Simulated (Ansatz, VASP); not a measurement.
Given: the input of a run of VASP 6.6.1 on NaCl. The cell is a database's computed one, not the measured one.

Contents of INCAR:

```
PREC = Accurate ; ENCUT = 520
EDIFF = 1E-7 ; ISMEAR = -1
SIGMA = 0.05 ; LREAL = False
LASPH = True ; NELM = 80
ALGO = Normal ; ISIF = 2
LWAVE = False ; LCHARG = True
GGA = PE ; LELF = True
LVHAR = True ; NBANDS = 14
```

Contents of KPOINTS:

```
regular mesh
0
Gamma
  8 8 8
```

POSCAR

```
NaCl
1.0
    0.0000000000      2.7940632177      2.7940632177
    2.7940632177      0.0000000000      2.7940632177
    2.7940632177      2.7940632177      0.0000000000
Cl Na
1 1
Direct
    0.5000000000      0.5000000000      0.5000000000
    0.0000000000      0.0000000000      0.0000000000
```

Potentials or basis: VASP PAW PBE potentials, release 64 (Cl, Na_pv).

Command:

```bash
$ cat potpaw_PBE.64/Cl/POTCAR potpaw_PBE.64/Na_pv/POTCAR > POTCAR
$ mpirun -np 1 vasp_std > vasp.out
```

Problem. Translate it to Ansatz 0.2.0. Potentials or basis there: Ansatz PAW, cutoff 420 eV.

Solution. As run (cutoffs and basis follow the program's own potentials, and thresholds, step limits or extra output files can differ):

File input.yaml:

```yaml
crystal:
  lattice:
    - [0.0, 2.7940632177, 2.7940632177]
    - [2.7940632177, 0.0, 2.7940632177]
    - [2.7940632177, 2.7940632177, 0.0]
  atoms:
    - { symbol: Cl, position: [0.5, 0.5, 0.5] }
    - { symbol: Na, position: [0.0, 0.0, 0.0] }
hamiltonian:
  xc: pbe
  pseudopotentials: { kind: paw }
kpoints:
  mp_grid: { grid: [8, 8, 8] }
scf:
  occupations: { method: fermi_dirac, width: 0.05 }
output:
  forces: true
  stress: true
  eigenvalues: true
  write_density: true
  write_potential: true
  elf: true
  volumetric_format: npy
```

Potentials or basis: Ansatz PAW.

The run is started by

```sh
$ ansatz run input.yaml --threads 1 --pin off --max-ram 3584MiB --backend cpu --events-out ev --progress --plain --runs-dir out
```

Both were run:

|  | VASP | Ansatz |
| --- | --- | --- |
| Pressure | 1.5 GPa | 1.5 GPa |

Ansatz's pressure holds a Pulay term of +0.00 GPa for its cutoff of 420 eV, which the other run lacks.

The potentials hold 14 and 16 valence electrons a cell.

Where Ansatz's input types no cutoff or centring, it takes its own default and a Γ-centred mesh.

Pressure is positive in compression.
